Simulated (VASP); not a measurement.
# TePt (R-3m) in VASP: notebook

The runs below take TePt through single point, with LDA.

All numbers are computed with VASP 6.6.1; they aren't measurements. Logs are shortened: lines on timing, memory, paths and dates and some standing lists are left out, and cuts for length are marked.

### Step 1. The structure

It takes space group R-3m (No. 166, trigonal). Conventional cell: a = 3.963 Å, b = 3.963 Å, c = 19.983 Å, α = 90.00°, β = 90.00°, γ = 120.00°. Around Pt (site symmetry 3m) lie 3 Te at 2.59 Å and 3 Pt at 2.72 Å. Around Te (site symmetry 3m) lie 3 Pt at 2.59 Å.

### Step 2. Single point, LDA

INCAR

```
SYSTEM = TePt
PREC = Accurate ; ENCUT = 520
EDIFF = 1E-7 ; ISMEAR = 0
SIGMA = 0.05 ; LREAL = .FALSE.
LASPH = .TRUE. ; NELM = 100
ALGO = Normal ; ISIF = 2
LWAVE = .FALSE. ; LCHARG = .FALSE.
GGA = CA ; ADDGRID = .FALSE.
```

KPOINTS

```
regular mesh
0
G
  10 10 10
  0 0 0
```

POSCAR

```
TePt
1.0
    1.9815661262      1.1440577364      6.6610334788
   -1.9815661262      1.1440577364      6.6610334788
    0.0000000000     -2.2881154728      6.6610334788
Pt Te
2 2
Direct
    0.1296666667      0.1296666667      0.1296666667
    0.8703333333      0.8703333333      0.8703333333
    0.4020000000      0.4020000000      0.4020000000
    0.5980000000      0.5980000000      0.5980000000
```

Potentials or basis: VASP PAW LDA potentials, release 64 (Pt, Te).

Command:

```
$ cat potpaw_LDA.64/Pt/POTCAR potpaw_LDA.64/Te/POTCAR > POTCAR
$ mpirun -np 1 vasp_std > vasp.out
```

OUTCAR:

```text
SYSTEM = TePt
   PREC = Accurate
   ENCUT = 520
   EDIFF = 1E-7
   ISMEAR = 0
   LREAL = .FALSE.
   LASPH = .TRUE.
   NELM = 100
   ISIF = 2
   GGA = CA

 Found    116 irreducible k-points:

 Following reciprocal coordinates:
            Coordinates               Weight
  0.000000  0.000000  0.000000      1.000000
  0.100000  0.000000  0.000000      6.000000
  0.200000  0.000000  0.000000      6.000000
  0.300000 -0.000000  0.000000      6.000000
  0.400000  0.000000  0.000000      6.000000
  0.500000  0.000000  0.000000      3.000000
   k-points           NKPTS =    116   k-points in BZ     NKDIM =    116   number of bands    NBANDS=     20
   number of dos      NEDOS =    301   number of ions     NIONS =      4
   total plane-waves  NPLWV = 157464
   dimension x,y,z NGX =    54 NGY =   54 NGZ =   54
   dimension x,y,z NGXF=   108 NGYF=  108 NGZF=  108
   ions per type =               2   2
   NGX,Y,Z   is equivalent  to a cutoff of  12.75, 12.75, 12.75 a.u.
   NGXF,Y,Z  is equivalent  to a cutoff of  25.49, 25.49, 25.49 a.u.
 SYSTEM =  TePt
   PREC   = accura    normal or accurate (medium, high low for compatibility)
   ISTART =      0    job   : 0-new  1-cont  2-samecut
   ICHARG =      2    charge: 1-file 2-atom 10-const
   ISPIN  =      1    spin polarized calculation?
   LNONCOLLINEAR =      F non collinear calculations
   LSORBIT =      F    spin-orbit coupling
   LASPH  =      T    aspherical Exc in radial PAW
   ENCUT  =  520.0 eV  38.22 Ry    6.18 a.u.  13.10 13.10 13.10*2*pi/ulx,y,z
   NELM   =    100;   NELMIN=  2; NELMDL= -5     # of ELM steps
   EDIFF  = 0.1E-06   stopping-criterion for ELM
   LREAL  =      F    real-space projection
   EDIFFG = 0.1E-05   stopping-criterion for IOM
   NSW    =      0    number of steps for IOM
   IBRION =     -1    ionic relax: 0-MD 1-quasi-New 2-CG
   NFREE  =      0    steps in history (QN), initial steepest desc. (CG)
   ISIF   =      2    stress and relaxation
   ISYM   =      2    0-nonsym 1-usesym 2-fastsym
   POTIM  = 0.5000    time-step for ionic-motion
   TEBEG  =    0.0;   TEEND  =   0.0 temperature during run
   PSTRESS=    0.0 pullay stress
   NELECT =      32.0000    total number of electrons
   NUPDOWN=      -1.0000    fix difference up-down
   EMIN   =  10.00;   EMAX   =-10.00  energy-range for DOS
   EFERMI =   0.00;   METHOD = LEGACY
   ISMEAR =     0;   SIGMA  =   0.05  broadening in eV -4-tet -1-fermi 0-gaus
   EFERMI_NEDOS =   21; number of points for ismear=-14 and -15
   IALGO  =     38    algorithm
   IMIX   =      4    mixing-type and parameters
     AMIX     =   0.40;   BMIX     =  1.00
     AMIX_MAG =   1.60;   BMIX_MAG =  1.00
  volume/ion in A,a.u.               =      22.65       152.86
  Fermi-wavevector in a.u.,A,eV,Ry     =   1.157200  2.186791 18.219718  1.339111
  Thomas-Fermi vector in A             =   2.293813
   LORBIT       =      0    0 simple, 1 ext, 2 COOP (PROOUT), +10 PAW based schemes
   GGA     = CA    functional components
   LHFCALC =     F    Hartree Fock is set to
   AEXX    =    0.0000 exact exchange contribution
   IVDW    =     0    specifies the selected vdW correction
   LEPSILON=     F    determine dielectric tensor
   LRPA    =     F    only Hartree local field effects (RPA)
 non-spin polarized calculation
 Gauss-broadening in eV      SIGMA  =   0.05
  energy-cutoff  :      520.00
  volume of cell :       90.60
 maximum number of plane-waves:      2472
 NGX is ok and might be reduce to    54
   NGX = 27   NGY = 27   NGZ = 27

 number of electron      32.0000000 magnetization

 Free energy of the ion-electron system (eV)
  ---------------------------------------------------
  ext. energy  EPLUGINS =         0.00000000
  ---------------------------------------------------
  free energy    TOTEN  =       -24.00930783 eV

  energy without entropy =      -24.00726948  energy(sigma->0) =      -24.00828865

 E-fermi :   8.3020     XC(G=0): -11.1065

 val. band max:        8.3019632544   @ k =   0.4000   0.1000   0.0000
 cond. band min:       8.3330758857   @ k =   0.5000   0.3000   0.3000
 fundamental gap:      0.0311126313
 Fermi energy:         8.3020455887

 k-point     1 :       0.0000    0.0000    0.0000
  band No.  band energies     occupation
      1      -5.0547      2.00000
      2      -3.5192      2.00000
      3       1.5045      2.00000
      4       2.7701      2.00000
      5       2.7701      2.00000
      6       3.4698      2.00000
      7       3.4698      2.00000
      8       3.9243      2.00000
      9       5.2448      2.00000
     10       5.2448      2.00000
     11       6.3244      2.00000
     12       6.3244      2.00000
     13       6.5651      2.00000
     14       8.9816      0.00000
     15       8.9816      0.00000
     16       9.1773      0.00000
     17       9.5375      0.00000
     18      11.1469      0.00000
     19      11.1469      0.00000
     20      12.8596      0.00000

 k-point     2 :       0.1000    0.0000    0.0000
  band No.  band energies     occupation
      1      -4.9518      2.00000
      2      -3.4835      2.00000
      3       1.6118      2.00000
      4       2.7921      2.00000
      5       2.8300      2.00000
      6       3.3201      2.00000
      7       3.6001      2.00000
      8       3.9685      2.00000
      9       4.9635      2.00000
     10       5.0874      2.00000
     11       6.3102      2.00000
     12       6.3454      2.00000
     13       6.6315      2.00000
     14       7.9901      2.00000
     15       8.9215      0.00000
     16       9.4751      0.00000
     17      10.1650      0.00000
     18      10.4088      0.00000
     19      10.8680      0.00000
     20      13.3254      0.00000

 k-point     3 :       0.2000    0.0000    0.0000
  band No.  band energies     occupation
      1      -4.6635      2.00000
      2      -3.3796      2.00000
      3       1.8524      2.00000
      4       2.6885      2.00000
      5       2.8751      2.00000
      6       3.2418      2.00000
      7       3.9587      2.00000
      8       3.9857      2.00000
      9       4.7544      2.00000
     10       4.7570      2.00000
     11       6.1992      2.00000
     12       6.2768      2.00000
     13       6.5696      2.00000
     14       7.0197      2.00000
     15       8.4916      0.00000
     16       8.7667      0.00000
     17       9.6872      0.00000
     18      10.2583      0.00000
     19      11.2112      0.00000
     20      13.1445      0.00000

 k-point     4 :       0.3000   -0.0000    0.0000
  band No.  band energies     occupation
      1      -4.2555      2.00000
      2      -3.2355      2.00000
      3       1.9352      2.00000
      4       2.2396      2.00000
      5       3.0280      2.00000
      6       3.6709      2.00000
      7       4.0177      2.00000
      8       4.3544      2.00000
      9       4.5486      2.00000
     10       4.7988      2.00000
     11       5.8015      2.00000
     12       6.0636      2.00000
     13       6.3069      2.00000
     14       6.5066      2.00000
     15       7.1548      2.00000
     16       8.3706      0.05233
     17       9.3221      0.00000
     18       9.7845      0.00000
     19      11.5564      0.00000
     20      12.2740      0.00000

 k-point     5 :       0.4000    0.0000    0.0000
  band No.  band energies     occupation
      1      -3.8469      2.00000
      2      -3.1348      2.00000
      3       1.7134      2.00000
      4       2.0999      2.00000
      5       3.2170      2.00000
      6       4.0009      2.00000
      7       4.1002      2.00000
      8       4.2343      2.00000
      9       4.6214      2.00000
     10       5.1250      2.00000
     11       5.5112      2.00000
     12       5.8455      2.00000
     13       6.1267      2.00000
     14       6.2527      2.00000
     15       6.5137      2.00000
     16       7.6792      2.00000
     17       8.8461      0.00000
     18       9.6557      0.00000
     19      10.7342      0.00000
     20      12.0942      0.00000

 k-point     6 :       0.5000    0.0000    0.0000
  band No.  band energies     occupation
      1      -3.6452      2.00000
      2      -3.1270      2.00000
      3       1.7012      2.00000
      4       1.9770      2.00000
      5       3.3255      2.00000
      6       3.8192      2.00000
      7       3.9652      2.00000
      8       4.2830      2.00000
      9       5.0788      2.00000
     10       5.3167      2.00000
     11       5.4633      2.00000
     12       5.7499      2.00000
     13       5.7804      2.00000
     14       6.3294      2.00000
     15       6.4362      2.00000
     16       7.2542      2.00000
     17       8.6235      0.00000
     18       9.6450      0.00000
     19      10.2746      0.00000
     20      12.0679      0.00000

 [... further k-points ...]

------------------------ aborting loop because EDIFF is reached ----------------------------------------

  FORCE on cell =-STRESS in cart. coord.  units (eV):
  Direction    XX          YY          ZZ          XY          YZ          ZX
  --------------------------------------------------------------------------------------
  -------------------------------------------------------------------------------------
  Total       -1.6343872     -1.6343872     -1.2170680      0.0000000      0.0000000      0.0000000
  in kB      -28.9012190    -28.9012190    -21.5216741      0.0000000      0.0000000      0.0000000
  external PRESSURE =     -26.4413707 kB  Pullay stress =       0.0000000 kB

 VOLUME and BASIS-vectors are now :
 -----------------------------------------------------------------------------
  energy-cutoff  :      520.00
  volume of cell :       90.60
      direct lattice vectors                 reciprocal lattice vectors
     1.981566126  1.144057736  6.661033479     0.252325670  0.145680293  0.050042285
    -1.981566126  1.144057736  6.661033479    -0.252325670  0.145680293  0.050042285
     0.000000000 -2.288115473  6.661033479     0.000000000 -0.291360587  0.050042285

 POSITION                                       TOTAL-FORCE (eV/Angst)
 -----------------------------------------------------------------------------------
      0.00000      0.00000      2.59114         0.000000      0.000000      0.179487
      0.00000      0.00000     17.39196         0.000000      0.000000     -0.179487
      0.00000      0.00000      8.03321         0.000000     -0.000000      0.079649
      0.00000      0.00000     11.94989         0.000000     -0.000000     -0.079649
 -----------------------------------------------------------------------------------
    total drift:                                0.000000     -0.000000      0.000000

  FREE ENERGIE OF THE ION-ELECTRON SYSTEM (eV)
  ---------------------------------------------------
  free  energy   TOTEN  =       -24.0093078289 eV

  energy  without entropy=      -24.0072694784  energy(sigma->0) =      -24.00828865
```

It took 5 min on 1 thread of Intel Xeon 6975P-C (Granite Rapids), shared host; peak memory 0.44 GiB.

These settings aren't checked as converged: the numbers below hold their error.

Results:

```yaml
Free_energy: -24.0093 eV
Pressure: -2.6 GPa
Largest_force: 0.179 eV/Å
Band_gap_on_the_k_mesh: none (metal or under the smearing width)
```

### Step 3. Single point, LDA

Edit INCAR of step 2 so:

```diff
@@ -1,3 +1,3 @@
 SYSTEM = TePt
-PREC = Accurate ; ENCUT = 520
+PREC = Accurate ; ENCUT = 900
 EDIFF = 1E-7 ; ISMEAR = 0
```

KPOINTS

```
regular mesh
0
G
  8 8 8
  0 0 0
```

POSCAR is that of step 2.

Potentials or basis: VASP PAW LDA potentials, release 64 (Pt, Te).

Command:

```
$ cat potpaw_LDA.64/Pt/POTCAR potpaw_LDA.64/Te/POTCAR > POTCAR
$ mpirun -np 1 vasp_std > vasp.out
```

Run time: 7.4 min. Hardware: 1 thread of Intel Xeon 6975P-C (Granite Rapids), shared host; peak memory 0.65 GiB.

These settings aren't checked as converged: the numbers below hold their error.

What came out:

```
Free energy            : -24.0056 eV
Pressure               : -2.6 GPa
Largest force          : 0.186 eV/Å
Band gap on the k mesh : none (metal or under the smearing width)
```

### Step 4. The reference run

An earlier run on the cell as given: functional PBEsol; potentials or basis VASP PAW PBE potentials, release 64 (Pt, Te); cutoff 520 eV; k mesh 8 × 8 × 8; occupations fermi-dirac, width 0.05 eV; no spin polarisation.

* Pressure: -0.5 GPa
* Largest force: 0.192 eV/Å
* Band gap on the k mesh: none (metal or under the smearing width)
